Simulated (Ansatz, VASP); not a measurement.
# NaH: VASP beside Ansatz

```
Na H
1.0
     0.00000    2.37900    2.56200
     2.37900    0.00000    2.56200
     2.37900    2.37900    0.00000
Na H
1 1
Cartesian
  0.0000 0.0000 0.0000
  2.3790 2.3790 2.5620
```

Change from the starting cell: strain -0.025 along x and y, +0.050 along z, atoms carried along.

Alike in both runs: task single point; functional PBE; k mesh 8 × 8 × 8; occupations gaussian, width 0.05 eV; no spin polarisation.

|  | VASP | Ansatz |
| --- | --- | --- |
| version | VASP 6.6.1 | Ansatz 0.2.0 |
| potentials or method | VASP PAW PBE potentials, release 64 (Na_pv, H) | scalar-relativistic, plane waves, PAW |
| plane-wave cutoff (eV) | 520 | 420 |
| valence electrons in the cell | 8 | 10 |

```csv
,VASP,Ansatz,Ansatz less VASP
gap on the k mesh at the Fermi level (eV),3.67,3.67,+0.001
least direct gap on the mesh (eV),4.49,4.48,-0.006
pressure (GPa),-0.5,-0.4,+0.03
largest component of the traceless stress (GPa),1.27,1.25,-0.014
```

The two sets of potentials don't hold the same shells in valence.

A k mesh can miss the band edges.
